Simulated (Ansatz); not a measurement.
Ansatz input

```yaml
crystal:
  lattice:
    - [3.0909441805, 0.0, 0.0]
    - [0.0, 3.0909441805, 0.0]
    - [0.0, 0.0, 3.0909441805]
  atoms:
    - { symbol: In, position: [0.0, 0.0, 0.0] }
hamiltonian:
  xc: hse06
  pseudopotentials:
    kind: paw
    azcp:
      In: "pseudopotentials/In.paw.azcp"
basis:
  ecutwfc: 420
  fft_grid_basis: typed
kpoints:
  mp_grid: { grid: [5, 5, 5], shift: [0, 0, 0] }
magnetization:
  spin_polarized: false
scf:
  occupations: { method: fermi_dirac, width: 0.1 }
```

Terminal output

```
Engine: ansatz 0.2.0, x86_64-unknown-linux-gnu
Pseudopotentials: kind: paw
Pseudopotential: In, paw, valence charge 13, recommended cutoff 420 eV (normal) 
Functional definition: HSE06
  parameter a = 0.25
  parameter omega = 0.11/bohr
  exchange = pbe_x - a*pbe_x_sr(omega) + a*exact_x_sr(omega)
  correlation = pbe_c
Crystal: 1 atoms, lattice volume = 29.531 Å³
Basis set: ecut = 420 eV, 587 PW (Γ)
Bands: 11, of which v1, the nominal top of the filled ones, is band 7 counted from 1 (6 counted from 0)
Symmetry: 48 space group operations
Space group: Pm-3m (ITA 221), of the structure as read, at distance tolerance 3.1e-5 Å
k-points: 10 of 125
Non-local potential: In, projectors of the file, l = 0: 2, l = 1: 2, l = 2: 2, l = 3: 2
PAW form: soft (Blöchl's): semilocal exchange-correlation on the pseudo side does not see the compensation charge
PAW frozen core: In, regenerated for the run's functional, and the local potential with it (the file was generated under x = pbe(κ = 0.804, μ = 0.2195149727645171), c = pbe(β = 0.06672455060314922))
PAW one-centre angular grid: In, 590 points (default); XC on 64 Gauss nodes
Initial density: superposition of atomic densities (neutral atoms: chi_scale 0, normalization atom), corrected by the library's trained network
Initial wavefunctions: pseudopotential atomic-orbital guess
Functional: x = pbe(κ = 0.804, μ = 0.2195149727645171), c = pbe(β = 0.06672455060314922), warm-up for x = pbe(κ = 0.804, μ = 0.2195149727645171) + 0.25 (exact − pbe) at short range (hse, ω = 0.20786987370883472 Å⁻¹), c = pbe(β = 0.06672455060314922); HSE06 as pw.x's `hse` composes it (authors' and Libxc's form: `xc: wpbeh`)
SCF iter   1: F=—  HF=-5597.771336 eV  |F-HF|=—  |Δ(HF+E_count)|=         —  Δρ=1.88e-3  dr2=7.09e-4  ethr=1.77e-3  ⟨swp⟩=10.1  Hψ=546  notcnv=0
SCF iter   2: F=—  HF=-5597.771643 eV  |F-HF|=—  |Δ(HF+E_count)|=   3.07e-4  Δρ=6.32e-4  dr2=1.16e-4  ethr=5.45e-6  ⟨swp⟩=4.1  Hψ=273  notcnv=0  defer=1
iter 3 solved again at ethr=3.98e-8 eV; its pass at ethr=8.94e-7 eV (dr2=5.17e-6 eV) is discarded
SCF iter   3: F=—  HF=-5597.771670 eV  |F-HF|=—  |Δ(HF+E_count)|=   2.68e-5  Δρ=1.62e-4  dr2=5.93e-6  ethr=3.98e-8  ⟨swp⟩=3.9  Hψ=441  notcnv=0
SCF iter   4: F=—  HF=-5597.771671 eV  |F-HF|=—  |Δ(HF+E_count)|=   4.85e-7  Δρ=2.44e-5  dr2=7.99e-8  ethr=3.98e-8  ⟨swp⟩=3.0  Hψ=229  notcnv=0
SCF iter   5: F=—  HF=-5597.771671 eV  |F-HF|=—  |Δ(HF+E_count)|=   1.41e-7  Δρ=4.35e-6  dr2=3.44e-9  ethr=6.15e-10  ⟨swp⟩=4.5  Hψ=229  notcnv=0
SCF iter   6: F=-5597.771671 eV  HF=-5597.771671 eV  |F-HF|=2.82e-11  |Δ(HF+E_count)|=  3.78e-10  Δρ=2.90e-7  dr2=1.03e-11  ethr=2.65e-11  ⟨swp⟩=3.9  Hψ=261  notcnv=0
SCF 1 converged in 6 iterations: F = -5597.771671 eV  dr2 = 1.03e-11
Initial density: handed on by an earlier stage of this run
Initial wavefunctions: those handed on with the density
Functional: x = pbe(κ = 0.804, μ = 0.2195149727645171) + 0.25 (exact − pbe) at short range (hse, ω = 0.20786987370883472 Å⁻¹), c = pbe(β = 0.06672455060314922); HSE06 as pw.x's `hse` composes it (authors' and Libxc's form: `xc: wpbeh`)
Exchange kernel: α = 0.2500, screened, ω = 0.2079 Å⁻¹, Wigner–Seitz truncation, v(0) = 1031.3264 eV·Å³, q-mesh 5×5×5, nearest image of the exchange supercell L = 15.45 Å, pair-density grid 15×15×15, without the augmentation charges, whose exchange is taken in its separable form by FFT convolution over the k-point mesh (sized by the pseudopotential files, 24×24×24 at the most), smooth part of the exact exchange by density-matrix convolution
Frozen-core exchange: fock
iter 1 solved again at ethr=5.26e-5 eV; its pass at ethr=1.00e-1 eV (dr2=6.84e-3 eV) is discarded
SCF iter   1: F=—  HF=-5601.638365 eV  |F-HF|=—  |Δ(HF+E_count)|=         —  Δρ=5.90e-3  dr2=6.70e-3  ethr=5.26e-5  ⟨swp⟩=4.5  Hψ=596  notcnv=0
SCF iter   2: F=—  HF=-5601.636502 eV  |F-HF|=—  |Δ(HF+E_count)|=   1.86e-3  Δρ=1.35e-3  dr2=6.15e-4  ethr=4.68e-5  ⟨swp⟩=3.0  Hψ=215  notcnv=0
SCF iter   3: F=—  HF=-5601.638765 eV  |F-HF|=—  |Δ(HF+E_count)|=   2.26e-3  Δρ=1.12e-3  dr2=2.27e-4  ethr=2.85e-6  ⟨swp⟩=4.1  Hψ=244  notcnv=0
SCF iter   4: F=—  HF=-5601.638740 eV  |F-HF|=—  |Δ(HF+E_count)|=   2.49e-5  Δρ=2.64e-4  dr2=1.68e-5  ethr=1.66e-6  ⟨swp⟩=2.0  Hψ=175  notcnv=0
SCF iter   5: F=-5601.638769 eV  HF=-5601.638770 eV  |F-HF|=2.30e-7  |Δ(HF+E_count)|=   2.94e-5  Δρ=8.09e-5  dr2=1.44e-6  ethr=9.79e-8  ⟨swp⟩=4.0  Hψ=272  notcnv=0  defer=1
SCF 2 stopped early in 5 iterations: F = -5601.638769 eV  dr2 = 1.44e-6
hybrid outer 1: dexx = +2.412e-3 eV, tail = 6.02e-6 eV
Exchange kernel: α = 0.2500, screened, ω = 0.2079 Å⁻¹, Wigner–Seitz truncation, v(0) = 1031.3264 eV·Å³, q-mesh 5×5×5, nearest image of the exchange supercell L = 15.45 Å, pair-density grid 15×15×15, without the augmentation charges, whose exchange is taken in its separable form by FFT convolution over the k-point mesh (sized by the pseudopotential files, 24×24×24 at the most), smooth part of the exact exchange by density-matrix convolution
Frozen-core exchange: fock
SCF iter   1: F=—  HF=-5601.638674 eV  |F-HF|=—  |Δ(HF+E_count)|=         —  Δρ=4.26e-5  dr2=4.15e-7  ethr=2.32e-7  ⟨swp⟩=5.7  Hψ=312  notcnv=0
iter 2 solved again at ethr=4.98e-11 eV; its pass at ethr=2.64e-9 eV (dr2=6.48e-9 eV) is discarded
SCF iter   2: F=-5601.638674 eV  HF=-5601.638674 eV  |F-HF|=2.25e-9  |Δ(HF+E_count)|=   9.87e-9  Δρ=6.66e-6  dr2=1.57e-8  ethr=4.98e-11  ⟨swp⟩=3.3  Hψ=497  notcnv=0
SCF 3 converged in 2 iterations: F = -5601.638674 eV  dr2 = 1.57e-8
hybrid outer 2: dexx = +5.302e-8 eV, tail = 3.47e-8 eV, Δε = 2.50e-3 eV (about 2.75e-4 eV left of the loop's levels)
hybrid SCF converged: 2 outer / 7 inner (+6 warm-up), last move |dexx| = 5.30e-8 eV, tail = 3.47e-8 eV
Stability not checked: this state was not tested for a lower state beside it, because the functional holds exact exchange (a hybrid, or Hartree-Fock), whose exchange loop this test does not read (fock_operator; see scf.lower_state_search)
Free energy (F): -5601.638674 eV
Frozen-core exchange: fock
Harris-Foulkes:  -5601.638674 eV  (|F-HF|=2.25e-9)
Internal energy: -5601.626582 eV  (E = F + TS)
E sigma→0 (E₀):  -5601.632628 eV
Entropy (-TS):   -0.012092 eV (-12.092 meV/atom)
Fermi energy:    8.357178 eV
--- Per-component energies (eV) ---
  E_band       = -68.434292
  E_kinetic    = 241.055818
  E_local      = -1187.416377  (includes V_loc(G=0)·N_el)
  E_nonlocal   = 366.041000
  E_hartree    = 467.855459
  E_xc         = -171.028106
  E_vxc        = -79.311336  (∫ρ·V_xc dr)
  E_exx        = -31.949224  (= α·E_x^exact, valence–valence)
  E_paw        = -4169.776018  (= ΣΔE_a)
  E_vpaw       = -280.612907  (= ΣTr[D̂ρ^β])
  E_aug_tail   = 0.000026  (compensation charges beyond the density's cutoff)
  E_ewald      = -1116.920389
  E_core_change = 0.511229  (= ΣΔE_core)
  E_smearing   = -0.012092  (= −TS)
  E_closure    = 0.000000  (closes the sum)
  Σ components = -5601.638674   (vs F -5601.638674, Δ=0.00e0)
--- Band table (eV; the first three rows and the last of 10) ---
  k-point 0: bands = ["-8.5896", "-8.5896", "-7.9212", "-7.9212", "-7.9212", "-1.5594", "16.2225", "16.2225", "16.2225"]
  k-point 1: bands = ["-8.5749", "-8.4248", "-7.9849", "-7.9849", "-7.9158", "-0.8115", "11.3021", "16.9911", "16.9911"]
  k-point 2: bands = ["-8.5509", "-8.1634", "-8.0866", "-8.0866", "-7.9071", "1.4037", "6.0762", "18.8381", "18.8381"]
  k-point 9: bands = ["-8.2987", "-8.2900", "-8.2900", "-7.8060", "-7.8060", "7.1817", "10.8049", "10.8049", "12.9484"]
  guard bands above this table: 2 of the run's 11 bands. The solve was not asked for them (output.publish_guard_bands: true or output.eigenvalues: true publishes all)
```

Command:

```sh
ansatz run input.yaml --threads 4 --pin off --max-ram 8192MiB --backend cpu --events-out ev --progress --plain --runs-dir out
```

On 4 threads of Intel(R) Xeon(R) 6975P-C (Granite Rapids) (shared host) this took about 1.8 s of wall time and 4.7 s of CPU time, with 0.64 GiB at the peak.
